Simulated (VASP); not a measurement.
# C in VASP: a series of runs, part 2 of 3

VASP 6.6.1. The steps go on from the part before.

**3. Work function, PBEsol**

This run uses another cell than the first one, of 7.07 Å³/atom, 0.632 times its volume.

INCAR reads:

```
SYSTEM = C
PREC = Accurate
ENCUT = 520
EDIFF = 1E-6
ISMEAR = 0
SIGMA = 0.05
LREAL = .False.
LASPH = .True.
NELM = 60
ALGO = Fast
ISIF = 2
LWAVE = .False.
LCHARG = .True.
LDIPOL = .True.
IDIPOL = 3
DIPOL = 0.5 0.5 0.500
GGA = PS
LVHAR = .True.
LVACPOTAV = .True.
KPAR = 8
```

KPOINTS reads:

```
Automatic mesh
0
Gamma
  12 12 1
  0 0 0
```

POSCAR reads:

```
C
1.0
    2.5220660410      0.0000000000      0.0000000000
   -2.5220660410      3.5667400000      0.0000000000
    0.0000000000      0.0000000000     18.8713632257
C
24
Direct
    1.0000000000      0.5000000000      0.1324758561
    0.2500000000      0.2500000000      0.1324758561
    1.0000000000      1.0000000000      0.1992984279
    0.2500000000      0.7500000000      0.1992984279
    1.0000000000      0.5000000000      0.2661209994
    0.2500000000      0.2500000000      0.2661209994
    1.0000000000      1.0000000000      0.3329435710
    0.2500000000      0.7500000000      0.3329435710
    1.0000000000      0.5000000000      0.3997661426
    0.2500000000      0.2500000000      0.3997661426
    1.0000000000      1.0000000000      0.4665887141
    0.2500000000      0.7500000000      0.4665887141
    1.0000000000      0.5000000000      0.5334112859
    0.2500000000      0.2500000000      0.5334112859
    1.0000000000      1.0000000000      0.6002338574
    0.2500000000      0.7500000000      0.6002338574
    1.0000000000      0.5000000000      0.6670564290
    0.2500000000      0.2500000000      0.6670564290
    1.0000000000      1.0000000000      0.7338790006
    0.2500000000      0.7500000000      0.7338790006
    1.0000000000      0.5000000000      0.8007015721
    0.2500000000      0.2500000000      0.8007015721
    1.0000000000      1.0000000000      0.8675241439
    0.2500000000      0.7500000000      0.8675241439
```

Potentials or basis: VASP PAW PBE potentials, release 64 (C).

Started as:

```sh
$ cat potpaw_PBE.64/C/POTCAR > POTCAR
$ mpirun -np 8 vasp_std > vasp.out
```

OUTCAR:

```text
SYSTEM = C
   PREC = Accurate
   ENCUT = 520
   EDIFF = 1E-6
   ISMEAR = 0
   LREAL = .False.
   LASPH = .True.
   NELM = 60
   ISIF = 2
   GGA = PS

 ion  position               nearest neighbor table
   1  0.000  0.500  0.132-   2 1.54   2 1.54   4 1.54
   2  0.250  0.250  0.132-   1 1.54   1 1.54   3 1.54
   3  0.000  0.000  0.199-   6 1.54   4 1.54   4 1.54   2 1.54
   4  0.250  0.750  0.199-   5 1.54   3 1.54   3 1.54   1 1.54
   5  0.000  0.500  0.266-   4 1.54   8 1.54   6 1.54   6 1.54
   6  0.250  0.250  0.266-   3 1.54   7 1.54   5 1.54   5 1.54
   7  0.000  0.000  0.333-   6 1.54  10 1.54   8 1.54   8 1.54
   8  0.250  0.750  0.333-   5 1.54   9 1.54   7 1.54   7 1.54
[... 12 lines left out ...]
  21  0.000  0.500  0.801-  20 1.54  22 1.54  22 1.54  24 1.54
  22  0.250  0.250  0.801-  19 1.54  21 1.54  21 1.54  23 1.54
  23  0.000  0.000  0.868-  24 1.54  24 1.54  22 1.54
  24  0.250  0.750  0.868-  23 1.54  23 1.54  21 1.54

  LATTYP: Found a simple orthorhombic cell.
 ALAT       =     2.5220660410
 B/A-ratio  =     1.4142135622
 C/A-ratio  =     7.4825016153

  Lattice vectors:

 A1 = (   2.5220660410,   0.0000000000,   0.0000000000)
 A2 = (   0.0000000000,   3.5667400000,   0.0000000000)
 A3 = (   0.0000000000,   0.0000000000,  18.8713632257)

Analysis of symmetry for initial positions (statically):
=====================================================================
 Subroutine PRICEL returns:
 Original cell was already a primitive cell.

 Routine SETGRP: Setting up the symmetry group for a
 simple orthorhombic supercell.

 Subroutine GETGRP returns: Found  8 space group operations
 (whereof  2 operations were pure point group operations)
 out of a pool of  8 trial point group operations.

The static configuration has the point symmetry C_1h.
 The point group associated with its full space group is D_2h.

[... 183 lines left out ...]
   LHFCALC =     F    Hartree Fock is set to
   AEXX    =    0.0000 exact exchange contribution
   IVDW    =     0    specifies the selected vdW correction
   LEPSILON=     F    determine dielectric tensor
   LRPA    =     F    only Hartree local field effects (RPA)
 non-spin polarized calculation
 RMM-DIIS sequential band-by-band and
 Gauss-broadening in eV      SIGMA  =   0.05
  energy-cutoff  :      520.00
  volume of cell :      169.76
 maximum number of plane-waves:      4614
   NGX =  9   NGY = 17   NGZ = 71

 dipolmoment           0.000000      0.000000      0.000000 electrons x Angstroem

 number of electron      96.0000000 magnetization

 dipolmoment           0.000000      0.000000     -0.000000 electrons x Angstroem

 Free energy of the ion-electron system (eV)
  ---------------------------------------------------
  ext. energy  EPLUGINS =         0.00000000
  ---------------------------------------------------
  free energy    TOTEN  =      -222.97047245 eV

  energy without entropy =     -222.96702495  energy(sigma->0) =     -222.96874870

 E-fermi :   6.9208     XC(G=0): -11.6218

 val. band max:        6.9152490962   @ k =   0.2500   0.2500   0.0000
 cond. band min:       6.9387888933   @ k =   0.5000   0.1667   0.0000
 fundamental gap:      0.0235397971
 Fermi energy:         6.9208076170

 k-point     1 :       0.0000    0.0000    0.0000
  band No.  band energies     occupation
      1     -15.1062      2.00000
      2     -14.6420      2.00000
      3     -13.9641      2.00000
      4     -13.0915      2.00000
      5     -12.0317      2.00000
      6     -10.8006      2.00000
[... 1501 lines left out ...]
     59      14.8327      0.00000
     60      14.8747      0.00000

 [... further k-points ...]

 [bands above 60 left out]

------------------------ aborting loop because EDIFF is reached ----------------------------------------

  FORCE on cell =-STRESS in cart. coord.  units (eV):
  Direction    XX          YY          ZZ          XY          YZ          ZX
  --------------------------------------------------------------------------------------
  -------------------------------------------------------------------------------------
  Total      -10.6153541     -7.7937191     -9.1463166     -0.0000000      0.0000000      0.0000000
  in kB     -100.1875805    -73.5570245    -86.3228225     -0.0000000      0.0000000      0.0000000
  external PRESSURE =     -86.6891425 kB  Pullay stress =       0.0000000 kB

 VOLUME and BASIS-vectors are now :
 -----------------------------------------------------------------------------
  energy-cutoff  :      520.00
  volume of cell :      169.76
      direct lattice vectors                 reciprocal lattice vectors
     2.522066041  0.000000000  0.000000000     0.396500323  0.280368067  0.000000000
    -2.522066041  3.566740000  0.000000000     0.000000000  0.280368067  0.000000000
     0.000000000  0.000000000 18.871363226     0.000000000  0.000000000  0.052990342

 POSITION                                       TOTAL-FORCE (eV/Angst)
 -----------------------------------------------------------------------------------
     -1.26103      1.78337      2.50000         0.000000     -4.442377      1.285697
      0.00000      0.89168      2.50000         0.000000      4.442377      1.285697
      0.00000      0.00000      3.76103         0.000000     -1.031126     -1.168413
     -1.26103      2.67505      3.76103        -0.000000      1.031126     -1.168413
     -1.26103      1.78337      5.02207         0.000000     -0.366707     -0.001682
      0.00000      0.89168      5.02207        -0.000000      0.366707     -0.001682
[... 16 lines left out ...]
      0.00000      0.00000     16.37136         0.000000     -4.442377     -1.285697
     -1.26103      2.67505     16.37136         0.000000      4.442377     -1.285697
 -----------------------------------------------------------------------------------
    total drift:                               -0.000000      0.000000     -0.000000

  FREE ENERGIE OF THE ION-ELECTRON SYSTEM (eV)
  ---------------------------------------------------
  free  energy   TOTEN  =      -222.9704724452 eV

  energy  without entropy=     -222.9670249491  energy(sigma->0) =     -222.96874870
```

OSZICAR:

```text
N       E                     dE             d eps       ncg     rms          rms(c)
DAV:   1     0.380148416210E+03    0.38015E+03   -0.50718E+04  6002   0.151E+03
DAV:   2    -0.197294432656E+03   -0.57744E+03   -0.55109E+03  7616   0.301E+02
DAV:   3    -0.229518895109E+03   -0.32224E+02   -0.31706E+02  7268   0.709E+01
DAV:   4    -0.230552644201E+03   -0.10337E+01   -0.10309E+01  8172   0.128E+01
DAV:   5    -0.230580645822E+03   -0.28002E-01   -0.27976E-01  7612   0.210E+00    0.188E+01
RMM:   6    -0.224828098991E+03    0.57525E+01   -0.40486E+00  6308   0.732E+00    0.110E+01
RMM:   7    -0.222952381978E+03    0.18757E+01   -0.70177E+00  6730   0.982E+00    0.213E+00
RMM:   8    -0.222963796899E+03   -0.11415E-01   -0.47517E-01  6909   0.309E+00    0.364E-01
RMM:   9    -0.222969204551E+03   -0.54077E-02   -0.94274E-02  7378   0.118E+00    0.243E-01
RMM:  10    -0.222969788551E+03   -0.58400E-03   -0.15300E-02  7227   0.511E-01    0.519E-02
RMM:  11    -0.222970415643E+03   -0.62709E-03   -0.55038E-03  8650   0.247E-01    0.275E-02
RMM:  12    -0.222970461086E+03   -0.45443E-04   -0.39095E-04  7865   0.671E-02    0.851E-03
RMM:  13    -0.222970471712E+03   -0.10626E-04   -0.81822E-05  7768   0.267E-02    0.269E-03
RMM:  14    -0.222970472803E+03   -0.10906E-05   -0.78038E-06  5795   0.909E-03    0.139E-03
RMM:  15    -0.222970472445E+03    0.35774E-06   -0.15492E-06  4692   0.422E-03
   1 F= -.22297047E+03 E0= -.22296875E+03  d E =-.344750E-02
```

Wall time 2 min (8 MPI ranks of Intel Xeon Platinum 8259CL at 2.50GHz (Skylake/Cascade Lake), shared host); peak memory 0.52 GiB.

What came out:

| Property | Result |
| --- | --- |
| Free energy | -222.9705 eV |
| Largest force | 4.625 eV/Å |
| Band gap on the k mesh | none (metal or under the smearing width) |

Forces on the atoms (eV/Å):
```
C    0.000 -4.442  1.286
C    0.000  4.442  1.286
C    0.000 -1.031 -1.168
C    0.000  1.031 -1.168
C    0.000 -0.367 -0.002
C    0.000  0.367 -0.002
C    0.000 -0.102 -0.019
C    0.000  0.102 -0.019
C    0.000 -0.030 -0.003
C    0.000  0.030 -0.003
C    0.000 -0.012  0.002
C    0.000  0.012  0.002
C    0.000 -0.012 -0.002
C    0.000  0.012 -0.002
C    0.000 -0.030  0.003
C    0.000  0.030  0.003
C    0.000 -0.102  0.019
C    0.000  0.102  0.019
C    0.000 -0.367  0.002
C    0.000  0.367  0.002
C    0.000 -1.031  1.168
C    0.000  1.031  1.168
C    0.000 -4.442 -1.286
C    0.000  4.442 -1.286
```

Caveat: the PAW data sets were made with another functional, which shifts forces and pressure a little.

**4. Work function, PBEsol**

This run uses another cell than the first one, of 8.95 Å³/atom, 0.799 times its volume.

INCAR is that of step 3.

KPOINTS is that of step 3.

POSCAR reads:

```
C
1.0
    2.5220660410      0.0000000000      0.0000000000
   -2.5220660410      3.5667400000      0.0000000000
    0.0000000000      0.0000000000     23.8713632257
C
24
Direct
    1.0000000000      0.5000000000      0.2094559893
    0.2500000000      0.2500000000      0.2094559893
    1.0000000000      1.0000000000      0.2622821731
    0.2500000000      0.7500000000      0.2622821731
    1.0000000000      0.5000000000      0.3151083569
    0.2500000000      0.2500000000      0.3151083569
    1.0000000000      1.0000000000      0.3679345406
    0.2500000000      0.7500000000      0.3679345406
    1.0000000000      0.5000000000      0.4207607243
    0.2500000000      0.2500000000      0.4207607243
    1.0000000000      1.0000000000      0.4735869081
    0.2500000000      0.7500000000      0.4735869081
    1.0000000000      0.5000000000      0.5264130919
    0.2500000000      0.2500000000      0.5264130919
    1.0000000000      1.0000000000      0.5792392757
    0.2500000000      0.7500000000      0.5792392757
    1.0000000000      0.5000000000      0.6320654594
    0.2500000000      0.2500000000      0.6320654594
    1.0000000000      1.0000000000      0.6848916431
    0.2500000000      0.7500000000      0.6848916431
    1.0000000000      0.5000000000      0.7377178269
    0.2500000000      0.2500000000      0.7377178269
    1.0000000000      1.0000000000      0.7905440107
    0.2500000000      0.7500000000      0.7905440107
```

Potentials or basis: VASP PAW PBE potentials, release 64 (C).

Started as:

```sh
$ cat potpaw_PBE.64/C/POTCAR > POTCAR
$ mpirun -np 8 vasp_std > vasp.out
```

OUTCAR:

```text
SYSTEM = C
   PREC = Accurate
   ENCUT = 520
   EDIFF = 1E-6
   ISMEAR = 0
   LREAL = .False.
   LASPH = .True.
   NELM = 60
   ISIF = 2
   GGA = PS

 ion  position               nearest neighbor table
   1  0.000  0.500  0.209-   2 1.54   2 1.54   4 1.54
   2  0.250  0.250  0.209-   1 1.54   1 1.54   3 1.54
   3  0.000  0.000  0.262-   4 1.54   4 1.54   6 1.54   2 1.54
   4  0.250  0.750  0.262-   3 1.54   3 1.54   1 1.54   5 1.54
   5  0.000  0.500  0.315-   8 1.54   6 1.54   6 1.54   4 1.54
   6  0.250  0.250  0.315-   7 1.54   5 1.54   5 1.54   3 1.54
   7  0.000  0.000  0.368-   6 1.54  10 1.54   8 1.54   8 1.54
   8  0.250  0.750  0.368-   5 1.54   9 1.54   7 1.54   7 1.54
[... 12 lines left out ...]
  21  0.000  0.500  0.738-  22 1.54  22 1.54  24 1.54  20 1.54
  22  0.250  0.250  0.738-  21 1.54  21 1.54  19 1.54  23 1.54
  23  0.000  0.000  0.791-  24 1.54  24 1.54  22 1.54
  24  0.250  0.750  0.791-  23 1.54  23 1.54  21 1.54

  LATTYP: Found a simple orthorhombic cell.
 ALAT       =     2.5220660410
 B/A-ratio  =     1.4142135622
 C/A-ratio  =     9.4650032305

  Lattice vectors:

 A1 = (   2.5220660410,   0.0000000000,   0.0000000000)
 A2 = (   0.0000000000,   3.5667400000,   0.0000000000)
 A3 = (   0.0000000000,   0.0000000000,  23.8713632257)

Analysis of symmetry for initial positions (statically):
=====================================================================
 Subroutine PRICEL returns:
 Original cell was already a primitive cell.

 Routine SETGRP: Setting up the symmetry group for a
 simple orthorhombic supercell.

 Subroutine GETGRP returns: Found  8 space group operations
 (whereof  2 operations were pure point group operations)
 out of a pool of  8 trial point group operations.

The static configuration has the point symmetry C_1h.
 The point group associated with its full space group is D_2h.

Analysis of symmetry for dynamics (positions and initial velocities):
[... 182 lines left out ...]
   LHFCALC =     F    Hartree Fock is set to
   AEXX    =    0.0000 exact exchange contribution
   IVDW    =     0    specifies the selected vdW correction
   LEPSILON=     F    determine dielectric tensor
   LRPA    =     F    only Hartree local field effects (RPA)
 non-spin polarized calculation
 RMM-DIIS sequential band-by-band and
 Gauss-broadening in eV      SIGMA  =   0.05
  energy-cutoff  :      520.00
  volume of cell :      214.74
 maximum number of plane-waves:      5830
   NGX =  9   NGY = 17   NGZ = 89

 number of electron      95.9999998 magnetization

 dipolmoment           0.000000      0.000000      0.000000 electrons x Angstroem

 Free energy of the ion-electron system (eV)
  ---------------------------------------------------
  ext. energy  EPLUGINS =         0.00000000
  ---------------------------------------------------
  free energy    TOTEN  =      -222.97135692 eV

  energy without entropy =     -222.96803051  energy(sigma->0) =     -222.96969371

 E-fermi :   4.2003     XC(G=0):  -9.3555

 val. band max:        4.1956297681   @ k =   0.2500   0.2500   0.0000
 cond. band min:       4.2145763745   @ k =   0.5000   0.1667   0.0000
 fundamental gap:      0.0189466064
 Fermi energy:         4.2003368448

 k-point     1 :       0.0000    0.0000    0.0000
  band No.  band energies     occupation
      1     -17.8299      2.00000
      2     -17.3655      2.00000
      3     -16.6876      2.00000
      4     -15.8151      2.00000
      5     -14.7552      2.00000
      6     -13.5243      2.00000
[... 1501 lines left out ...]
     59      12.1085      0.00000
     60      12.1091      0.00000

 [... further k-points ...]

 [bands above 60 left out]

------------------------ aborting loop because EDIFF is reached ----------------------------------------

  FORCE on cell =-STRESS in cart. coord.  units (eV):
  Direction    XX          YY          ZZ          XY          YZ          ZX
  --------------------------------------------------------------------------------------
  -------------------------------------------------------------------------------------
  Total      -10.6095886     -7.8063748     -9.1107031      0.0000000      0.0000000      0.0000000
  in kB      -79.1596743    -58.2444908    -67.9762726      0.0000000      0.0000000      0.0000000
  external PRESSURE =     -68.4601459 kB  Pullay stress =       0.0000000 kB

 VOLUME and BASIS-vectors are now :
 -----------------------------------------------------------------------------
  energy-cutoff  :      520.00
  volume of cell :      214.74
      direct lattice vectors                 reciprocal lattice vectors
     2.522066041  0.000000000  0.000000000     0.396500323  0.280368067  0.000000000
    -2.522066041  3.566740000  0.000000000     0.000000000  0.280368067  0.000000000
     0.000000000  0.000000000 23.871363226     0.000000000  0.000000000  0.041891198

 POSITION                                       TOTAL-FORCE (eV/Angst)
 -----------------------------------------------------------------------------------
     -1.26103      1.78337      5.00000        -0.000000     -4.447288      1.287587
      0.00000      0.89168      5.00000         0.000000      4.447288      1.287587
      0.00000      0.00000      6.26103         0.000000     -1.030616     -1.167142
     -1.26103      2.67505      6.26103         0.000000      1.030616     -1.167142
     -1.26103      1.78337      7.52207         0.000000     -0.366779     -0.001852
      0.00000      0.89168      7.52207        -0.000000      0.366779     -0.001852
[... 16 lines left out ...]
      0.00000      0.00000     18.87136        -0.000000     -4.447288     -1.287587
     -1.26103      2.67505     18.87136         0.000000      4.447288     -1.287587
 -----------------------------------------------------------------------------------
    total drift:                               -0.000000      0.000000      0.000000

  FREE ENERGIE OF THE ION-ELECTRON SYSTEM (eV)
  ---------------------------------------------------
  free  energy   TOTEN  =      -222.9713569189 eV

  energy  without entropy=     -222.9680305101  energy(sigma->0) =     -222.96969371

 vacuum level on the upper side and lower side of the slab        10.283        10.283
```

Wall time 3 min (8 MPI ranks of Intel Xeon Platinum 8259CL at 2.50GHz (Skylake/Cascade Lake), shared host); peak memory 0.61 GiB.

What came out:

* Free energy: -222.9714 eV
* Largest force: 4.630 eV/Å
* Band gap on the k mesh: none (metal or under the smearing width)
* Work function of the upper face: 6.08 eV
* Work function of the lower face: 6.08 eV

Forces on the atoms (eV/Å):
```
C    0.000 -4.447  1.288
C    0.000  4.447  1.288
C    0.000 -1.031 -1.167
C    0.000  1.031 -1.167
C    0.000 -0.367 -0.002
C    0.000  0.367 -0.002
C    0.000 -0.102 -0.018
C    0.000  0.102 -0.018
C    0.000 -0.030 -0.003
C    0.000  0.030 -0.003
C    0.000 -0.012  0.002
C    0.000  0.012  0.002
C    0.000 -0.012 -0.002
C    0.000  0.012 -0.002
C    0.000 -0.030  0.003
C    0.000  0.030  0.003
C    0.000 -0.102  0.018
C    0.000  0.102  0.018
C    0.000 -0.367  0.002
C    0.000  0.367  0.002
C    0.000 -1.031  1.167
C    0.000  1.031  1.167
C    0.000 -4.447 -1.288
C    0.000  4.447 -1.288
```

Caveat: the PAW data sets were made with another functional, which shifts forces and pressure a little.

(Continued in part 3 of 3.)
